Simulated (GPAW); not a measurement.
The system is HfO2.

```
CELL_PARAMETERS angstrom
3.55802 0.00000 0.00000
0.00000 3.55802 0.00000
0.00000 0.00000 5.17186
ATOMIC_POSITIONS crystal
Hf 0.00000 0.00000 0.00000
Hf 0.50000 0.50000 0.50000
O 0.00000 0.50000 0.19721
O 0.50000 0.00000 0.30279
O 0.50000 0.00000 0.80279
O 0.00000 0.50000 0.69721
```

Measurements of this composition are mostly on another form, of space group No. 14.

Program: GPAW 26.7.0. Alike in all runs: no spin polarisation; cell as given. Hardware: 1 thread of Arm Neoverse V2, with other jobs on the host.

Order these runs on this cell by their wall time, lowest first.
A. task single point; level TB-mBJ; potentials or basis GPAW PAW data sets for LDA (gpaw-data 1.2.1), pw; k mesh 6 × 6 × 4; cutoff (eV) 800; smearing fermi-dirac 0.05 eV; mesh quality not flagged
B. task electron localisation function; level PBE; potentials or basis GPAW PAW data sets (gpaw-data 1.2.1), pw; k mesh 4 × 4 × 3; cutoff (eV) 680; smearing fermi-dirac 0.01 eV; mesh quality coarse
C. task dielectric tensor; level LDA; potentials or basis the program's PAW data sets (release 1.2.1) made for this functional, pw; k mesh 6 × 6 × 4; cutoff (eV) 600; smearing fermi-dirac 0.001 eV; response ecut 80 eV; response k mesh 13 × 13 × 9; response bands 72; kernels ["RPA", "Bootstrap", "LR0.1"]; coarser k mesh 9 × 9 × 7; mesh quality not flagged
D. task band structure; level PBE; potentials or basis GPAW PAW data sets (gpaw-data 1.2.1), pw; k mesh 5 × 5 × 4; cutoff (eV) 800; smearing fermi-dirac 0.05 eV; mesh quality not flagged

B (31 s), D (140 s), A (410 s), C (1200 s).

Caveats: some runs use coarse meshes; the long-wavelength limit can be off by several per cent where d states take part (some runs); a model potential gives levels but no total energy (some runs).

Not every run made on this cell is shown here.
